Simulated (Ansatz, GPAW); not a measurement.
This is a calculation of Fe for Ansatz 0.2.0. 

The input input.yaml:

```yaml
crystal:
  lattice:
    - [-1.443, 1.443, 1.443]
    - [1.443, -1.443, 1.443]
    - [1.443, 1.443, -1.443]
  atoms:
    - { symbol: Fe, position: [0.0, 0.0, 0.0], spin: 3.0 }
kpoints:
  mp_grid: { grid: [13, 13, 13] }
scf:
  occupations: { method: gaussian, width: 0.016 }
hamiltonian:
  xc: pbe
  pseudopotentials: { kind: all_electron, lapw: { basis_error: 0.001 } }
magnetization:
  spin_polarized: true
output:
  forces: true
  stress: true
  eigenvalues: true
```

Potentials or basis: all-electron LAPW, scalar-relativistic.

Command:

```console
$ ansatz run input.yaml --threads 2 --pin off --max-ram 6144MiB --backend cpu --events-out ev --progress --plain --runs-dir out
```

**Question.** Set up the same calculation for GPAW 26.7.0 (ASE script). Potentials or basis there: GPAW PAW data sets (gpaw-data 1.2.1), cutoff 600 eV.

**Answer.** As run (cutoffs and basis follow the program's own potentials, and thresholds, step limits or extra output files can differ):

run.py

```python
from ase.dft.bandgap import bandgap
from ase.io import read, write
from ase.units import Bohr, GPa
from gpaw import GPAW, PW
from gpaw.elf import elf_from_dft_calculation

atoms = read('Fe.xyz')
atoms.set_initial_magnetic_moments([3.0])

calc = GPAW(mode=PW(600),
            xc='PBE',
            kpts={'size': (13, 13, 13), 'gamma': True},
            occupations={'name': 'methfessel-paxton', 'order': 0, 'width': 0.016},
            nbands=12,
            convergence={'density': 1e-05, 'energy': 1e-05},
            maxiter=150,
            txt='gpaw.txt')
atoms.calc = calc
energy = atoms.get_potential_energy()
forces = atoms.get_forces()
stress = atoms.get_stress()
calc.write('gs.gpw')
write('result.traj', atoms)
print(f'Energy: {energy:.6f} eV')
print('Forces (eV/A):')
print(forces.round(4))
print('Stress (GPa):', (stress / GPa).round(3))
print('Moments:', calc.get_magnetic_moments().round(3))
print('Fermi level:', round(calc.get_fermi_level(), 4), 'eV')
print(f'Gap: {bandgap(calc)[0]:.4f} eV, direct: {bandgap(calc, direct=True)[0]:.4f} eV')

# fields on the real-space grid
write('density.cube', atoms, data=calc.get_pseudo_density() * Bohr**3)
write('potential.cube', atoms, data=calc.get_electrostatic_potential())
write('spin.cube', atoms, data=(calc.get_pseudo_density(spin=0) - calc.get_pseudo_density(spin=1)) * Bohr**3)
write('elf.cube', atoms, data=elf_from_dft_calculation(calc).data)
```

File Fe.xyz:

```xyz
1
Lattice="-1.4430000000 1.4430000000 1.4430000000 1.4430000000 -1.4430000000 1.4430000000 1.4430000000 1.4430000000 -1.4430000000" Properties=species:S:1:pos:R:3 pbc="T T T"
Fe     0.0000000000      0.0000000000      0.0000000000
```

Potentials or basis: GPAW PAW data sets (gpaw-data 1.2.1), pw.

The run is started by

```sh
$ OMP_NUM_THREADS=1 python run.py
```

Both were run:

|  | Ansatz | GPAW |
| --- | --- | --- |
| Pressure | -9.8 GPa | -8.0 GPa |
| Net moment | 2.24 μB per cell | 2.25 μB per cell |

Where Ansatz's input types no cutoff or centring, it takes its own default and a Γ-centred mesh.

The magnetic state is the one that the start led to; the real crystal's order can differ.

Pressure is positive in compression.
